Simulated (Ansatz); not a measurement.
# The 2H-WS2 bilayer (2H stacking) between two gates

How do the bands of the 2H-WS2 bilayer (2H stacking) follow a displacement field between two gates?

Calculated with Ansatz 0.2.0; plane-wave DFT, PBE-D3(BJ), Ansatz PAW, in the first sound run; inputs show where later runs differ.

### Step 1. The starting structure

The cell holds 6 atoms: 4 S and 2 W. Its edges and angles: a = 3.180 Å, b = 3.180 Å, c = 27.951 Å, α = 90.0°, β = 90.0°, γ = 120.0°. Regions: layer 1: 2H-WS2, 3 atoms (2 S and 1 W); layer 2: 2H-WS2, 3 atoms (2 S and 1 W). Vacuum lies along c.

### Step 2. Relaxing the slab

The starting cell is a guess, so the in-plane lattice and the atoms are relaxed first, with the slab cut off from its images along the normal. The program lengthens the vector along the normal by itself, so c and the volume that it reports differ from the typed ones.

input.yaml

```yaml
crystal:
  lattice:
    - [3.18, 0.0, 0.0]
    - [-1.59, 2.753960784, 0.0]
    - [0.0, 0.0, 27.9512404648]
  atoms:
    - { symbol: S, position: [0.3333333333, 0.6666666667, 0.3219892874] }
    - { symbol: W, position: [0.0, 0.0, 0.3841622031] }
    - { symbol: S, position: [0.3333333333, 0.6666666667, 0.4463351188] }
    - { symbol: S, position: [0.0, 0.0, 0.5536648812] }
    - { symbol: W, position: [0.3333333333, 0.6666666667, 0.6158377969] }
    - { symbol: S, position: [0.0, 0.0, 0.6780107126] }
  periodic: [true, true, false]
kpoints:
  mp_grid: { grid: [12, 12, 1] }
hamiltonian:
  xc: pbe
  dispersion: d3bj
scf:
  occupations: { method: fermi_dirac, width: 0.05 }
  convergence: { dr2_threshold: 1.0e-09 }
relax:
  f_tol: 0.004
  max_steps: 90
  cell: {}
output:
  write_potential: true
  write_density: true
  volumetric_format: npy
```

Launch:

```sh
$ ansatz run input.yaml --threads 4 --pin off --max-ram 6144MiB --backend cpu --events-out ev --progress --plain --runs-dir out
```

Numbers of over 12 decimals in the logs are rounded to 6 here.

Log:

```text
Warning: crystal.periodic: the lattice vector that does not repeat stood 0.000° off the slab's normal, 27.951 Å along it as the deck builds it. The run solves the slab on a vector along the normal, 43.702 Å long, with every atom where it was (on the deck's vector they left 18.00 Å outside them, and the widest stretch free of ions among them is 3.00 Å). A fractional position that the run reports is one of the run's ce [...]
Warning: relax.cell: scf.convergence.dr2_threshold = 1e-9 eV is looser than the 1.50734076403e-10 eV advised for a relaxation that steers and ends on the stress (1e-10 eV for each atom of the cell: 6, times the square of relax.cell.stress_2d_tol = 0.05 N/m over 20.0 Å (the atoms' height at the walk's start and 5 Å past either face), 2.506e-2 GPa, over a crystal's default 0.05). What an SCF threshold leaves in a stress goes as its square root, and in the free energy as the threshold itself, and one threshold admits the most on a small cell: [figures from the program's tests cut] Set scf.convergence.dr2_threshold to 1.50734076403e-10 eV or tighter. [rest of the remark cut]
crystal.periodic: the lattice vector that does not repeat stood 0.000° off the slab's normal, 27.951 Å along it as the deck builds it. The run solves the slab on a vector along the normal, 43.702 Å long, with every atom where it was (on the deck's vector they left 18.00 Å outside them, and the widest stretch free of ions among them is 3.00 Å). A fractional position that the run reports is one of the run's cell, which [...]
Engine: ansatz 0.2.0, aarch64-unknown-linux-gnu
Pseudopotentials: kind: paw
Pseudopotential: S, paw, valence charge 6, recommended cutoff 420 eV (normal), S.paw.azcp
Pseudopotential: W, paw, valence charge 14, recommended cutoff 420 eV (normal), W.paw.azcp
Functional definition: PBE
  parameter kappa = 0.804
  parameter beta = 0.066725
  exchange = pbe_x(kappa = kappa, mu = beta*pi^2/3)
  correlation = pbe_c(beta = beta)
Crystal: 6 atoms, lattice volume = 382.729 Å³
Basis set: ecut = 420 eV, 7527 PW (Γ), exchange–correlation on 48×48×600 points (8 copies of the dense FFT grid, shifted against one another)
Bands: 32, of which v1, the nominal top of the filled ones, is band 26 counted from 1 (25 counted from 0)
Symmetry: 12 space group operations
Space group: P-3m1 (ITA 164), of the structure as read, at distance tolerance 7.3e-5 Å
k-points: 19 of 144
Non-local potential: S, projectors of the file, l = 0: 2, l = 1: 2, l = 2: 2
Non-local potential: W, projectors of the file, l = 0: 3, l = 1: 2, l = 2: 2, l = 3: 1
PAW form: soft (Blöchl's): semilocal exchange-correlation on the pseudo side does not see the compensation charge
PAW one-centre angular grid: S, 110 points (default); XC on 64 Gauss nodes
PAW one-centre angular grid: W, 590 points (default); XC on 64 Gauss nodes
Initial density: superposition of atomic densities (neutral atoms: chi_scale 0, normalization atom), corrected by the library's trained network
Initial wavefunctions: pseudopotential atomic-orbital guess
Functional: x = pbe(κ = 0.804, μ = 0.219515), c = pbe(β = 0.066725)
SCF iter   1: F=—  HF=-24383.988088 eV  |F-HF|=—  |Δ(HF+E_count)|=         —  Δρ=2.90e-3  dr2=7.75e-2  ethr=1.77e-3  ⟨swp⟩=11.9  Hψ=4310  notcnv=0
preconditioner: auto → Resta (q_TF=auto, 1.956 Å⁻¹)  ε∞=3.2  [insulator: Δε(μ)=1.178 eV  Ē_g=7.694 eV  σ=0.050 eV  W_gap=1.00  n_scr=26 (ndim 8)  ℏωp=11.4 eV  f_vac=0.688  D(μ)=0.00/eV (n_scr^D=0)  ε∞_Penn≈3.2  vacuum switching on, ρ_ref=4.3e-3 e/Å³]
SCF iter   2: F=—  HF=-24384.003578 eV  |F-HF|=—  |Δ(HF+E_count)|=   1.55e-2  Δρ=2.27e-3  dr2=1.27e-1  ethr=1.49e-4  ⟨swp⟩=4.4  Hψ=1518  notcnv=0  defer=17
SCF iter   3: F=—  HF=-24383.995965 eV  |F-HF|=—  |Δ(HF+E_count)|=   7.61e-3  Δρ=1.17e-3  dr2=3.72e-3  ethr=1.49e-4  ⟨swp⟩=2.7  Hψ=926  notcnv=0  defer=17
SCF iter   4: F=—  HF=-24383.999137 eV  |F-HF|=—  |Δ(HF+E_count)|=   3.17e-3  Δρ=2.76e-4  dr2=8.06e-4  ethr=7.15e-6  ⟨swp⟩=3.4  Hψ=1332  notcnv=0  defer=17
SCF iter   5: F=—  HF=-24383.999078 eV  |F-HF|=—  |Δ(HF+E_count)|=   5.94e-5  Δρ=8.98e-5  dr2=7.93e-5  ethr=1.55e-6  ⟨swp⟩=2.9  Hψ=1020  notcnv=0  defer=17
SCF iter   6: F=—  HF=-24383.999091 eV  |F-HF|=—  |Δ(HF+E_count)|=   1.32e-5  Δρ=3.13e-5  dr2=5.65e-6  ethr=1.53e-7  ⟨swp⟩=3.3  Hψ=1263  notcnv=0  defer=15
SCF iter   7: F=—  HF=-24383.999094 eV  |F-HF|=—  |Δ(HF+E_count)|=   3.07e-6  Δρ=8.74e-6  dr2=7.62e-7  ethr=1.09e-8  ⟨swp⟩=3.1  Hψ=1224  notcnv=0  defer=15
SCF iter   8: F=—  HF=-24383.998886 eV  |F-HF|=—  |Δ(HF+E_count)|=   2.07e-4  Δρ=2.69e-6  dr2=7.40e-8  ethr=1.47e-9  ⟨swp⟩=3.1  Hψ=1193  notcnv=0  defer=15
SCF iter   9: F=—  HF=-24383.998886 eV  |F-HF|=—  |Δ(HF+E_count)|=   1.28e-9  Δρ=5.57e-7  dr2=1.28e-9  ethr=1.42e-10  ⟨swp⟩=3.5  Hψ=1331  notcnv=0  defer=15
SCF iter  10: F=-24383.998887 eV  HF=-24383.998887 eV  |F-HF|=2.58e-10  |Δ(HF+E_count)|=   4.19e-9  Δρ=1.24e-7  dr2=7.36e-11  ethr=1.92e-12  ⟨swp⟩=13.0  Hψ=5358  notcnv=0
SCF 1 converged in 10 iterations: F = -24383.998887 eV  dr2 = 7.36e-11
  greatest PAW one-centre occupation: 1.000 electrons in one spin orbital (limit 2), on the W atom at site 4 (counted from 0), in its partial waves of l = 0
relax step   1: F+E_penalty+E_count = -24383.99888650 eV  Δ(F+E_penalty+E_count) = +0.000e0 eV  max|allowed force component| = 2.684e0 eV/Å  Δτ_max = 0.0000 Å  P = -12.920 N/m  Ω = 382.729 Å³  fix = [c, alpha, beta]  reactions: c -0.000 N/m  (10 SCF iters, accepted)
Crystal: 6 atoms, lattice volume = 378.693 Å³
Basis set: ecut = 420 eV, 7299 PW (Γ), exchange–correlation on 48×48×600 points (8 copies of the dense FFT grid, shifted against one another)
Initial density: handed on by an earlier stage of this run
Initial wavefunctions: those handed on with the density
iter 1 solved again at ethr=9.20e-4 eV; its pass at ethr=3.10e-3 eV (dr2=4.78e-1 eV) is discarded
SCF iter   1: F=—  HF=-24385.044589 eV  |F-HF|=—  |Δ(HF+E_count)|=         —  Δρ=8.99e-3  dr2=5.26e-1  ethr=9.20e-4  ⟨swp⟩=2.0  Hψ=5215  notcnv=0
eigensolver tolerance schedule calibrated: the retry pair's looser diagonalisation under-reported the residual by θ = 0.09 (0.17/decade); ethr = c·dr2/N_el runs at the constant in force after the calibration composes with the one it found (an armed cap, an earlier calibration), c = 3.4e-2
preconditioner: auto → Resta (q_TF=auto, 1.960 Å⁻¹)  ε∞=2.9  [insulator: Δε(μ)=1.371 eV  Ē_g=8.410 eV  σ=0.050 eV  W_gap=1.00  n_scr=26 (ndim 8)  ℏωp=11.4 eV  f_vac=0.699  D(μ)=0.00/eV (n_scr^D=0)  ε∞_Penn≈2.9  vacuum switching on, ρ_ref=5.1e-3 e/Å³]
[...]
SCF iter   3: F=—  HF=-24385.005755 eV  |F-HF|=—  |Δ(HF+E_count)|=   1.03e-2  Δρ=3.42e-3  dr2=7.64e-2  ethr=3.41e-4  ⟨swp⟩=4.1  Hψ=1210  notcnv=0  defer=5
SCF iter   4: F=—  HF=-24385.000918 eV  |F-HF|=—  |Δ(HF+E_count)|=   4.84e-3  Δρ=8.37e-4  dr2=4.48e-3  ethr=1.47e-4  ⟨swp⟩=3.3  Hψ=1025  notcnv=0  defer=3
SCF iter   5: F=—  HF=-24385.000907 eV  |F-HF|=—  |Δ(HF+E_count)|=   1.15e-5  Δρ=4.29e-4  dr2=5.48e-4  ethr=8.61e-6  ⟨swp⟩=3.2  Hψ=1296  notcnv=0  defer=2
SCF iter   6: F=—  HF=-24385.001571 eV  |F-HF|=—  |Δ(HF+E_count)|=   6.64e-4  Δρ=6.44e-4  dr2=1.97e-3  ethr=1.05e-6  ⟨swp⟩=3.6  Hψ=1530  notcnv=0  defer=2  recentre
SCF iter   7: F=—  HF=-24385.000815 eV  |F-HF|=—  |Δ(HF+E_count)|=   7.56e-4  Δρ=1.57e-4  dr2=6.70e-5  ethr=1.05e-6  ⟨swp⟩=3.1  Hψ=1397  notcnv=0  defer=2
SCF iter   8: F=—  HF=-24385.000890 eV  |F-HF|=—  |Δ(HF+E_count)|=   7.54e-5  Δρ=3.85e-5  dr2=3.97e-6  ethr=1.29e-7  ⟨swp⟩=3.5  Hψ=1379  notcnv=0  defer=2
SCF iter   9: F=—  HF=-24385.000684 eV  |F-HF|=—  |Δ(HF+E_count)|=   2.06e-4  Δρ=5.77e-6  dr2=1.40e-7  ethr=7.64e-9  ⟨swp⟩=3.1  Hψ=1337  notcnv=0  defer=2
SCF iter  10: F=—  HF=-24385.000684 eV  |F-HF|=—  |Δ(HF+E_count)|=   6.94e-8  Δρ=8.64e-7  dr2=2.70e-9  ethr=2.68e-10  ⟨swp⟩=3.5  Hψ=1295  notcnv=0  defer=2
SCF iter  11: F=-24385.000684 eV  HF=-24385.000684 eV  |F-HF|=8.37e-11  |Δ(HF+E_count)|=   2.16e-9  Δρ=1.65e-7  dr2=8.55e-11  ethr=1.92e-12  ⟨swp⟩=14.4  Hψ=5954  notcnv=0
SCF 3 converged in 11 iterations: F = -24385.000684 eV  dr2 = 8.55e-11
relax step   3: F+E_penalty+E_count = -24385.00068428 eV  Δ(F+E_penalty+E_count) = -6.141e-2 eV  max|allowed force component| = 1.428e-1 eV/Å  Δτ_max = 0.1923 Å  P = -0.241 N/m  Ω = 376.328 Å³  energy of the carried Pulay correction = +2.724e-4 eV  fix = [c, alpha, beta]  reactions: c -0.000 N/m  (11 SCF iters, accepted)
[...]
relax step   4: F+E_penalty+E_count = -24384.99878312 eV  Δ(F+E_penalty+E_count) = +1.901e-3 eV  max|allowed force component| = 4.453e-2 eV/Å  Δτ_max = 0.1137 Å  P = +0.184 N/m  Ω = 377.099 Å³  energy of the carried Pulay correction = +2.394e-4 eV  fix = [c, alpha, beta]  (11 SCF iters, rejected (line search))
[...]
relax step   5: F+E_penalty+E_count = -24385.00423409 eV  Δ(F+E_penalty+E_count) = -3.550e-3 eV  max|allowed force component| = 7.055e-3 eV/Å  Δτ_max = 0.0376 Å  P = +0.045 N/m  Ω = 377.009 Å³  energy of the carried Pulay correction = +2.433e-4 eV  fix = [c, alpha, beta]  reactions: c +0.000 N/m  (10 SCF iters, accepted)
[...]
relax step   6: F+E_penalty+E_count = -24385.00431521 eV  Δ(F+E_penalty+E_count) = -8.112e-5 eV  max|allowed force component| = 1.721e-3 eV/Å  Δτ_max = 0.0103 Å  P = +0.012 N/m  Ω = 377.143 Å³  energy of the carried Pulay correction = +2.375e-4 eV  fix = [c, alpha, beta]  reactions: c +0.000 N/m  (9 SCF iters, accepted)
Initial wavefunctions: pseudopotential atomic-orbital guess (no wavefunctions were taken with the density)
iter 1 solved again at ethr=1.22e-7 eV; its pass at ethr=3.10e-3 eV (dr2=6.33e-5 eV) is discarded
SCF iter   1: F=—  HF=-24385.004209 eV  |F-HF|=—  |Δ(HF+E_count)|=         —  Δρ=1.29e-5  dr2=9.13e-8  ethr=1.22e-7  ⟨swp⟩=7.0  Hψ=7975  notcnv=0
preconditioner: auto → Resta (q_TF=auto, 1.961 Å⁻¹)  ε∞=2.9  [insulator: Δε(μ)=1.352 eV  Ē_g=8.428 eV  σ=0.050 eV  W_gap=1.00  n_scr=26 (ndim 8)  ℏωp=11.5 eV  f_vac=0.705  D(μ)=0.00/eV (n_scr^D=0)  ε∞_Penn≈2.9  vacuum switching on, ρ_ref=5.2e-3 e/Å³]
SCF iter   2: F=—  HF=-24385.004050 eV  |F-HF|=—  |Δ(HF+E_count)|=   1.59e-4  Δρ=6.55e-6  dr2=2.40e-8  ethr=1.76e-10  ⟨swp⟩=5.0  Hψ=2063  notcnv=0
SCF iter   3: F=—  HF=-24385.004050 eV  |F-HF|=—  |Δ(HF+E_count)|=   1.48e-8  Δρ=1.37e-6  dr2=2.03e-8  ethr=4.61e-11  ⟨swp⟩=2.9  Hψ=1277  notcnv=0
SCF iter   4: F=-24385.004050 eV  HF=-24385.004050 eV  |F-HF|=8.00e-11  |Δ(HF+E_count)|=   2.14e-9  Δρ=3.73e-7  dr2=2.35e-10  ethr=1.92e-12  ⟨swp⟩=16.2  Hψ=6782  notcnv=0
SCF 7 converged in 4 iterations: F = -24385.004050 eV  dr2 = 2.35e-10
relax step   7: F+E_penalty+E_count = -24385.00405000 eV  Δ(F+E_penalty+E_count) = +2.652e-4 eV  max|allowed force component| = 1.725e-3 eV/Å  Δτ_max = 0.0000 Å  P = +0.016 N/m  Ω = 377.143 Å³  fix = [c, alpha, beta]  reactions: c +0.000 N/m  stress off target by 1.57e-2 N/m on what of the cell is left free  SCF on the basis re-selected at this cell (its energy is not comparable with the rows above)  (4 SCF iters)
basis re-selected at this cell: Δ(F+E_penalty+E_count) = +2.652e-4 eV, ΔP = +0.004 N/m vs the last step (what re-selecting the basis moved, of the pressure what is left beyond the Pulay correction that the steps carried, after the strain that the cell walked since its last selection, with what the two solves' SCF thresholds leave and, on support functions, any second-order correction that the steps lacked; it is no m [...]
SCF converged after 4 iterations
Free energy (F): -24385.004050 eV
Harris-Foulkes:  -24385.004050 eV  (|F-HF|=8.00e-11)
Internal energy: -24385.004050 eV  (E = F + TS)
E sigma→0 (E₀):  -24385.004050 eV
Entropy (-TS):   -0.000000 eV (-0.000 meV/atom)
Fermi energy:    -4.633452 eV
--- Per-component energies (eV) ---
  E_band       = -1244.904794
  E_kinetic    = 1333.576564
  E_local      = -206297.820522  (includes V_loc(G=0)·N_el)
  E_nonlocal   = 114.699214
  E_hartree    = 102352.738210
  E_xc         = -924.726007
  E_vxc        = -830.615237  (∫ρ·V_xc dr)
  E_paw        = -19526.293662  (= ΣΔE_a)
  E_vpaw       = -270.222642  (= ΣTr[D̂ρ^β])
  E_aug_tail   = -0.000125  (compensation charges beyond the density's cutoff)
  E_ewald      = 98565.039319
  E_disp       = -2.217044  (pairwise vdW)
  E_smearing   = -0.000000  (= −TS)
  E_closure    = -0.000000  (closes the sum)
  Σ components = -24385.004050   (vs F -24385.004050, Δ=0.00e0)
--- Forces (eV/Å), atoms counted from 1 ---
  atom   1  S     -0.00000000    -0.00000000     0.00061115
  atom   2  W     -0.00000000     0.00000000    -0.00172453
  atom   3  S      0.00000000    -0.00000000    -0.00016520
  atom   4  S      0.00000000     0.00000000     0.00016520
  atom   5  W      0.00000000    -0.00000000     0.00172453
  atom   6  S      0.00000000     0.00000000    -0.00061115
  max |Σ_I F_I| component: 4.63e-18 eV/Å
--- 2D stress c σ (N/m, compression-positive) ---
        0.015689       0.000000       0.000000
        0.000000       0.015689      -0.000000
        0.000000      -0.000000       0.000000
  P = ½ c Tr σ = 0.0157 N/m
--- Band table (eV; the first three rows and the last of 19) ---
  k-point 0: bands = [... 22 lower, -7.2436, -7.2436, -6.0172, -5.2666, -2.7686, -2.7686, -2.7507, -2.7507, ... 2 higher]
  k-point 1: bands = [... 22 lower, -7.2021, -6.8949, -6.0355, -5.4342, -2.8995, -2.8672, -2.8540, -2.7979, ... 2 higher]
  k-point 2: bands = [... 22 lower, -7.2871, -6.8877, -6.1929, -5.9503, -3.4202, -3.1254, -3.0246, -2.8824, ... 2 higher]
  k-point 18: bands = [... 22 lower, -8.0862, -8.0862, -5.7603, -5.6399, -3.7600, -3.7600, -2.7685, -2.0923, ... 2 higher]
  the weakly bound empty levels are not read free of the cell's end (no_gap_told)
--- Relaxed structure (6 steps of the walk, 5 accepted, 1 SCFs on fresh bases) ---
  F+E_penalty+E_count = -24385.00405000 eV   max|allowed force component| = 1.725e-3 eV/Å   (the final SCF, on the basis selected at the relaxed cell)
  cell:  # Å, volume = 377.1427 Å³
    - [3.156709, 0, 0]
    - [-1.578354, 2.733790, 0]
    - [0, 0, 43.702481]
  atoms:
    - { symbol: S, position: [0.333333, 0.666667, 0.214138] }
    - { symbol: W, position: [-4.396537825741375e-17, -2.7755575615628907e-17, 0.250213] }
    - { symbol: S, position: [0.333333, 0.666667, 0.286243] }
    - { symbol: S, position: [-4.6653866776437695e-17, -2.7755575615628926e-17, 0.353337] }
    - { symbol: W, position: [0.333333, 0.666667, 0.389367] }
    - { symbol: S, position: [-5.042984162756603e-17, -2.7755575615628926e-17, 0.425442] }
```

Wall time 36 s (4 threads of Arm Neoverse V2, shared host); peak memory 0.83 GiB; 2.3 min of CPU time.

Step by step:

| step | energy less that of the first step (eV) | largest force component (eV/Å) | volume (Å³) |
| --- | --- | --- | --- |
| 1 | 0.0000 | 2.6840 | 382.73 |
| 2 | -0.9404 | 0.6520 | 378.69 |
| 3 | -1.0018 | 0.1428 | 376.33 |
| 4 | -0.9999 | 0.0445 | 377.10 |
| 5 | -1.0053 | 0.0071 | 377.01 |
| 6 | -1.0054 | 0.0017 | 377.14 |
| 7* | -1.0052 | 0.0017 | 377.14 |

Relaxation steps marked * repeat the geometry before them on a plane-wave basis chosen anew for their cell, so energy and pressure can jump there. Relaxation step 4 was tried and not accepted.

The run keeps the 12 symmetry operations that it works with, so distortions that break them were not tested.

| cell as run | before | after | change |
| --- | --- | --- | --- |
| a (Å) | 3.180 | 3.157 | -0.7 % |
| b (Å) | 3.180 | 3.157 | -0.7 % |

The atoms that moved most (Å, along periodic axes as changes of fractional coordinates times the final cell, across vacuum about the mean position):

| atom | dx | dy | dz | length |
| --- | --- | --- | --- | --- |
| S6 | 0.000 | 0.000 | -0.358 | 0.358 |
| S1 | 0.000 | 0.000 | 0.358 | 0.358 |
| W2 | 0.000 | 0.000 | 0.197 | 0.197 |
| W5 | 0.000 | 0.000 | -0.197 | 0.197 |
| S4 | 0.000 | 0.000 | -0.034 | 0.034 |
| S3 | 0.000 | 0.000 | 0.034 | 0.034 |

The relaxed structure:

```cif
data_structure
_symmetry_space_group_name_H-M 'P 1'
_symmetry_Int_Tables_number 1
_cell_length_a 3.1567
_cell_length_b 3.1567
_cell_length_c 43.7025
_cell_angle_alpha 90.000
_cell_angle_beta 90.000
_cell_angle_gamma 120.000
_cell_volume 377.14
loop_
_atom_site_label
_atom_site_type_symbol
_atom_site_fract_x
_atom_site_fract_y
_atom_site_fract_z
_atom_site_occupancy
S1 S 0.33333 0.66667 0.21414 1
W2 W 0.00000 0.00000 0.25021 1
S3 S 0.33333 0.66667 0.28624 1
S4 S 0.00000 0.00000 0.35334 1
W5 W 0.33333 0.66667 0.38937 1
S6 S 0.00000 0.00000 0.42544 1
```

The lattice constant a goes from 3.180 to 3.157 Å.

[end of part 1 of 3]

[Logs are printed without paths, hosts, clocks, repeated set-up lines and the standing remarks that a program may print on its own settings, such as how far it seeks lower states.]

[Hosts, paths, dates, database ids (printed as entryN), source tags and the programs' standing remarks are cut or masked in the printed files.]

[Maps of the electrostatic potential energy from Ansatz leave out the sawtooth potential of an applied field or a dipole correction, so their vacuum need not be flat; planar profiles and work functions include it.]
